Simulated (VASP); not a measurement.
GaN: band structure with r2SCAN

**What was measured.**

From “Studying electronic properties in GaN without electrical contacts using γ-γ vs e−-γ Perturbed Angular Correlations”, 2019, pmc:6823545, for a bulk crystal of GaN: band gap 3.503 ± 0.005 eV (direct).

The system is GaN.

```
Ga N
1.0
     3.18000    0.00000    0.00000
    -1.59000    2.75396    0.00000
     0.00000    0.00000    5.16600
Ga N
2 2
Direct
  0.66667 0.33333 0.50000
  0.33333 0.66667 0.00000
  0.66667 0.33333 0.87500
  0.33333 0.66667 0.37500
```

```yaml
Program: VASP 6.6.1
Task: band structure
Functional: r2SCAN
Potentials_or_basis: VASP PAW PBE potentials, release 64 (Ga_d, N)
Cutoff: 520 eV
k_mesh: 10 × 10 × 5
Occupations: fermi-dirac, width 0.05 eV
Spin: no spin polarisation
Further_INCAR_settings: ALGO = Normal; EDIFF = 1e-07; NBANDS = 26
```

```json
{
 "Pressure": "2.2 GPa",
 "Largest force": "0.137 eV/Å",
 "Band gap on the k mesh": "2.38 eV, direct",
 "Band gap along the path": "2.38 eV, direct"
}
```

Forces on the atoms (eV/Å):
```
Ga   0.000  0.000 -0.137
Ga   0.000  0.000 -0.137
N    0.000  0.000  0.137
N    0.000  0.000  0.137
```

Stress tensor (GPa, compression positive):
```
1.53 0.00 0.00
0.00 1.53 0.00
0.00 0.00 3.49
```

Levels at the corners of the path, in eV from the valence-band top:
| point | band 15 | band 16 | band 17 | band 18 | band 19 | band 20 | band 21 | band 22 |
| --- | --- | --- | --- | --- | --- | --- | --- | --- |
| Γ | -1.09 | -0.06 | 0.00 | 0.00 | 2.38 | 4.84 | 10.00 | 10.60 |
| M | -4.36 | -2.86 | -2.29 | -1.02 | 5.58 | 6.15 | 6.56 | 9.40 |
| M | -4.36 | -2.86 | -2.29 | -1.02 | 5.58 | 6.15 | 6.56 | 9.40 |
| K | -5.43 | -3.10 | -3.10 | -2.78 | 5.56 | 8.56 | 8.56 | 9.08 |
| K | -5.43 | -3.10 | -3.10 | -2.78 | 5.56 | 8.56 | 8.56 | 9.08 |
| Γ | -1.09 | -0.06 | 0.00 | 0.00 | 2.38 | 4.84 | 10.00 | 10.60 |
| Γ | -1.09 | -0.06 | 0.00 | 0.00 | 2.38 | 4.84 | 10.00 | 10.60 |
| A | -0.56 | -0.56 | -0.56 | -0.56 | 4.79 | 4.79 | 9.23 | 9.23 |
| A | -0.56 | -0.56 | -0.56 | -0.56 | 4.79 | 4.79 | 9.23 | 9.23 |
| L | -2.02 | -2.02 | -1.98 | -1.98 | 4.90 | 4.90 | 8.47 | 8.47 |
| L | -2.02 | -2.02 | -1.98 | -1.98 | 4.90 | 4.90 | 8.47 | 8.47 |
| H | -4.31 | -4.31 | -1.55 | -1.55 | 7.08 | 7.08 | 7.87 | 7.87 |
| H | -4.31 | -4.31 | -1.55 | -1.55 | 7.08 | 7.08 | 7.87 | 7.87 |
| A | -0.56 | -0.56 | -0.56 | -0.56 | 4.79 | 4.79 | 9.23 | 9.23 |
| L | -2.02 | -2.02 | -1.98 | -1.98 | 4.90 | 4.90 | 8.47 | 8.47 |
| M | -4.36 | -2.86 | -2.29 | -1.02 | 5.58 | 6.15 | 6.56 | 9.40 |
| K | -5.43 | -3.10 | -3.10 | -2.78 | 5.56 | 8.56 | 8.56 | 9.08 |
| H | -4.31 | -4.31 | -1.55 | -1.55 | 7.08 | 7.08 | 7.87 | 7.87 |

Wall time 6.4 min on 1 thread of AMD EPYC 9R45 (Zen 5), with other jobs on the host, peak memory 0.19 GiB.

A measured gap of GaN is 3.503 eV (direct; quoted in “Studying electronic properties in GaN without electrical contacts using γ-γ vs e−-γ Perturbed Angular Correlations”, 2019, pmc:6823545); the calculated 2.38 eV misses it by -1.13 eV. Spin-orbit coupling on Ga is left out. The value is that of r2SCAN, without temperature or zero-point motion.

Caveat: the PAW data sets were made with another functional, which shifts forces and pressure a little.
